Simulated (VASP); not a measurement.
Crystal: TePb.

```xyz
2
Lattice="0.0000 3.2310 3.2310 3.2310 0.0000 3.2310 3.2310 3.2310 0.0000" Properties=species:S:1:pos:R:3 pbc="T T T"
Pb    0.0000    0.0000    0.0000
Te    3.2310    3.2310    3.2310
```

- Program: VASP 6.6.1
- Task: relaxation of cell and atoms
- Functional: PBE
- Potentials or basis: VASP PAW PBE potentials, release 54 (Pb_d, Te)
- Cutoff: 600 eV
- k mesh: 7 × 7 × 7
- Occupations: fermi-dirac, width 0.05 eV
- Spin: no spin polarisation

At the start: pressure 2.1 GPa; volume 33.73 Å³/atom.

Problem. Where does the relaxation end?

Solution. Over 3 steps the energy falls by 10.5 meV/atom and the volume is 35.40 Å³/atom (+5.0 %); space group Fm-3m (No. 225, to 0.05 Å).

Step by step:
```
step  energy change (eV)  largest force (eV/Å)  pressure (GPa)  volume (Å³)
   1              0.0000                0.0000            2.10        67.46
   2             -0.0192                0.0000           -0.56        71.88
   3             -0.0210                0.0000            0.00        70.81
```

Final structure:
```
CELL_PARAMETERS angstrom
0.00000 3.28358 3.28358
3.28358 0.00000 3.28358
3.28358 3.28358 0.00000
ATOMIC_POSITIONS crystal
Pb 0.00000 0.00000 0.00000
Te 0.50000 0.50000 0.50000
```
